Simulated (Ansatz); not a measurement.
Space group Cmcm (No. 63). a = 4.165 Å, b = 12.005 Å, c = 4.272 Å, α = 90.00°, β = 90.00°, γ = 90.00°
| atom | site | symmetry | x | y | z |
| --- | --- | --- | --- | --- | --- |
| Pb | 4c | m2m | 0.5000 | 0.6305 | 0.7500 |
| S | 4c | m2m | 0.5000 | 0.8538 | 0.7500 |

Equation of state of this PbS structure (not necessarily the ground state), with shape and atoms relaxed at each volume where symmetry leaves them free. Level of theory: DFT r2SCAN, scalar-relativistic, plane waves, PAW in Ansatz 0.2.0.

Cutoff 500 eV; k points 8×8×6 on the computed 4-atom cell (Γ-centred); Gaussian smearing, width 0.02 eV; no spin polarisation.

```tsv
V (Å³/atom)	E − E(largest V) (meV/atom)	P (GPa)	gap on mesh (eV)
25.097	3.95	2.33	1.39
25.898	-4.21	0.99	1.42
26.699	-6.56	-0.01	1.46
27.500	-4.69	-0.70	1.48
28.301	0.00	-1.16	1.50
```

Fit a third-order Birch–Murnaghan equation to E(V).

V0 = 26.70 Å³/atom, B0 = 28 GPa, B0' = 10.9. B0' is unusual or poorly fixed by this range.

Spin-orbit coupling is left out, which matters for the bands of heavy elements.

This form isn't the usual stable structure of the compound.

Cost: 5 runs of about 11 core-minutes in all, on Arm Neoverse V2 (shared hosts).